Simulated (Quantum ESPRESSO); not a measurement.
Crystal: Ti.

```
Ti
1.0
     2.95000    0.00000    0.00000
    -1.47500    2.55477    0.00000
     0.00000    0.00000    4.68000
Ti
2
Direct
  0.66667 0.33333 0.75000
  0.33333 0.66667 0.25000
```

A run of Quantum ESPRESSO 7.5 on this cell left the log below. Logs are shortened: lines on timing, memory, paths and dates and some standing lists are left out, and cuts for length are marked.

```text
This program is part of the open-source Quantum ESPRESSO suite
     for quantum simulation of materials; please cite
[... 13 lines left out ...]
     --------------------
     sticks:   dense  smooth     PW     G-vecs:    dense   smooth      PW
     Sum         769     379    121                27449     9715    1713

     Using Slab Decomposition

     bravais-lattice index     =            0
     lattice parameter (alat)  =       5.5747  a.u.
     unit-cell volume          =     238.0220 (a.u.)^3
     number of atoms/cell      =            2
     number of atomic types    =            1
     number of electrons       =        24.00
     number of Kohn-Sham states=           19
     kinetic-energy cutoff     =      45.0000  Ry
     charge density cutoff     =     360.0000  Ry
     scf convergence threshold =      4.0E-10
     mixing beta               =       0.5000
     number of iterations used =            8  plain     mixing
     energy convergence thresh.=      1.0E-05
     force convergence thresh. =      4.0E-04
     press convergence thresh. =      3.0E-01
     Exchange-correlation= SLA  PW   PSX  PSC
                           (   1   4  10   8   0   0   0)
     nstep                     =           40

     celldm(1)=   5.574692  celldm(2)=   0.000000  celldm(3)=   0.000000
     celldm(4)=   0.000000  celldm(5)=   0.000000  celldm(6)=   0.000000

     crystal axes: (cart. coord. in units of alat)
               a(1) = (   1.000000   0.000000   0.000000 )
               a(2) = (  -0.500000   0.866025   0.000000 )
               a(3) = (   0.000000   0.000000   1.586441 )

     reciprocal axes: (cart. coord. in units 2 pi/alat)
               b(1) = (  1.000000  0.577350 -0.000000 )
               b(2) = (  0.000000  1.154701  0.000000 )
               b(3) = (  0.000000 -0.000000  0.630342 )

     PseudoPot. # 1 for Ti read from file:
     ti_pbesol_v1.4.uspp.F.UPF
     Pseudo is Ultrasoft + core correction, Zval = 12.0
     Generated by new atomic code, or converted to UPF format
     Using radial grid of  851 points,  6 beta functions with:
                l(1) =   0
                l(2) =   0
                l(3) =   1
                l(4) =   1
                l(5) =   2
[... 276 lines left out ...]

   -42.6394 -42.4949 -19.3581 -18.6660 -18.6660 -18.6456 -18.5640 -18.5640
     7.8450  10.9871  14.4095  14.5658  14.5658  14.6988  15.0780  15.0780
    15.8174  15.8174  17.2150

          k = 0.0000-0.0000 0.2147 (  1164 PWs)   bands (ev):

   -42.6092 -42.5258 -19.2121 -18.8010 -18.6445 -18.6445 -18.5856 -18.5856
     8.5328  10.4763  13.9299  14.3520  14.4809  14.4809  14.7988  14.7988
    16.3387  16.3387  17.1372

          k =-0.0000 0.0000-0.3221 (  1170 PWs)   bands (ev):

   -42.5676 -42.5676 -19.0089 -19.0089 -18.6151 -18.6151 -18.6151 -18.6151
     9.5182   9.5182  13.9875  13.9875  14.5640  14.5640  14.5640  14.5640
    16.8330  16.8330  16.8330

          k = 0.0000 0.1173 0.0000 (  1132 PWs)   bands (ev):
[... 91 lines left out ...]
   -42.4908 -42.4908 -19.2498 -19.2498 -18.7712 -18.7712 -18.7256 -18.7256
    11.2057  11.2057  13.0859  13.0859  14.9212  14.9212  15.6526  15.6526
    17.3397  17.3397  17.7119

          k =-0.0000-0.5864-0.0000 (  1156 PWs)   bands (ev):

   -42.5098 -42.4556 -19.2137 -19.0682 -19.0566 -18.8370 -18.7926 -18.6355
    11.4812  11.5980  11.9287  13.2803  14.3354  14.5558  15.1382  17.4013
    17.6549  17.6658  18.4965

          k =-0.0000-0.5864 0.1074 (  1154 PWs)   bands (ev):

   -42.5062 -42.4592 -19.2638 -19.1228 -18.9781 -18.8237 -18.7644 -18.6492
    11.2051  11.6309  12.4371  12.9465  14.4957  15.0027  15.0255  17.2542
    17.4956  17.6414  18.1924

          k =-0.0000-0.5864 0.2147 (  1152 PWs)   bands (ev):

   -42.4962 -42.4691 -19.3059 -19.2195 -18.8590 -18.7873 -18.7405 -18.6865
    11.0749  11.5243  12.7675  13.0431  14.8641  14.9598  15.5995  16.5189
    17.5025  17.6041  17.6468

          k =-0.0000-0.5864-0.3221 (  1140 PWs)   bands (ev):

   -42.4827 -42.4827 -19.2902 -19.2902 -18.7713 -18.7713 -18.7371 -18.7371
    11.2258  11.2258  13.0276  13.0276  15.3094  15.3094  15.6723  15.6723
    17.5525  17.5525  17.8901

          k = 0.1016 0.1759 0.0000 (  1148 PWs)   bands (ev):
[... 187 lines left out ...]
   -42.4736 -42.4736 -19.2042 -19.2042 -18.9608 -18.9608 -18.6980 -18.6980
    12.2787  12.2787  13.0296  13.0296  13.6733  13.6733  15.6108  15.6108
    17.2654  17.2654  20.3704

     the Fermi energy is    13.8709 ev

!    total energy              =    -238.29097958 Ry
     estimated scf accuracy    <          3.4E-12 Ry
     smearing contrib. (-TS)   =      -0.00140499 Ry
     internal energy E=F+TS    =    -238.28957459 Ry

     The total energy is F=E-TS. E is the sum of the following terms:
     one-electron contribution =     -77.79962397 Ry
     hartree contribution      =      47.36865779 Ry
     xc contribution           =     -35.78045463 Ry
     ewald contribution        =    -172.07815378 Ry

     convergence has been achieved in  13 iterations

     negative rho (up, down):  1.315E-03 0.000E+00

     Forces acting on atoms (cartesian axes, Ry/au):

     atom    1 type  1   force =    -0.00000000   -0.00000000   -0.00000000
     atom    2 type  1   force =     0.00000000    0.00000000    0.00000000

     Total force =     0.000000     Total SCF correction =     0.000000

     Computing stress (Cartesian axis) and pressure

     negative rho (up, down):  1.315E-03 0.000E+00
          total   stress  (Ry/bohr**3)                   (kbar)     P=       -0.20
  -0.00000134  -0.00000000   0.00000000           -0.20       -0.00        0.00
  -0.00000000  -0.00000134  -0.00000000           -0.00       -0.20       -0.00
  -0.00000000  -0.00000000  -0.00000129           -0.00       -0.00       -0.19

=------------------------------------------------------------------------------=
   JOB DONE.
=------------------------------------------------------------------------------=
```

Q: What input gives this log?

A: Relaxation of cell and atoms with PBEsol, no spin polarisation. The files as run (others can give the same):

pw.in
```
&CONTROL
  calculation = 'vc-relax'
  prefix = 'pwscf'
  outdir = './tmp'
  pseudo_dir = './pseudo'
  tprnfor = .true.
  tstress = .true.
  disk_io = 'low'
  nstep = 40
  forc_conv_thr = 0.0004
  etot_conv_thr = 1d-05
/
&SYSTEM
  ibrav = 0
  nat = 2
  ntyp = 1
  ecutwfc = 45
  ecutrho = 360
  nbnd = 19
  occupations = 'smearing'
  smearing = 'fd'
  degauss = 0.00367493
/
&ELECTRONS
  conv_thr = 4d-10
  electron_maxstep = 120
  mixing_beta = 0.5
/
&IONS
  ion_dynamics = 'bfgs'
/
&CELL
  cell_dynamics = 'bfgs'
  press = 0
  press_conv_thr = 0.3
/
ATOMIC_SPECIES
Ti    47.8670 ti_pbesol_v1.4.uspp.F.UPF
CELL_PARAMETERS bohr
   5.5746920676    0.0000000000    0.0000000000
  -2.7873460338    4.8278249489    0.0000000000
   0.0000000000    0.0000000000    8.8439182632
ATOMIC_POSITIONS bohr
Ti     2.7873460341    1.6092749828    6.6329386974
Ti    -0.0000000003    3.2185499661    2.2109795658
K_POINTS automatic
10 10 6 0 0 0
```

Potentials or basis: GBRV 1.5 PBEsol.
Command:
```console
$ OMP_NUM_THREADS=1 mpirun -n 2 pw.x -nk 2 -in pw.in > pw.out
```
